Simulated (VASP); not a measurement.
A run of VASP 6.6.1 is set up as follows.

The input INCAR:

```
AGGAC = 1.0
AGGAX = 1.0
ALDAC = 0.0
ALDAX = 1.0
ALGO = Fast
EDIFF = 1E-6
ENCUT = 520
GGA = B5
GGA_COMPAT = False
ISIF = 2
ISMEAR = 0
LASPH = True
LCHARG = True
LORBIT = 11
LORBMOM = True
LREAL = False
LSORBIT = True
LVHAR = True
LWAVE = False
MAGMOM = 0 0 0 0 0 0
NBANDS = 30
NELM = 150
PREC = Accurate
SIGMA = 0.01
```

The input KPOINTS:

```
k-points
0
Gamma
  8 8 8
```

Contents of POSCAR:

```
GaP
1.0
    0.0000000000      2.7252500000      2.7252500000
    2.7252500000      0.0000000000      2.7252500000
    2.7252500000      2.7252500000      0.0000000000
Ga P
1 1
Direct
    0.0000000000      0.0000000000      0.0000000000
    0.7500000000      0.7500000000      0.7500000000
```

Potentials or basis: VASP PAW PBE potentials, release 64 (Ga_d, P).

Run with:

```bash
$ cat potpaw_PBE.64/Ga_d/POTCAR potpaw_PBE.64/P/POTCAR > POTCAR
$ mpirun -np 1 vasp_ncl > vasp.out
```

(1) Predict the pressure.

(2) What does it give for the net moment?

Results:

(1) 6.3 GPa.

(2) 0.00 μB per cell.

Caveat: the PAW data sets were made with another functional, which shifts forces and pressure a little.
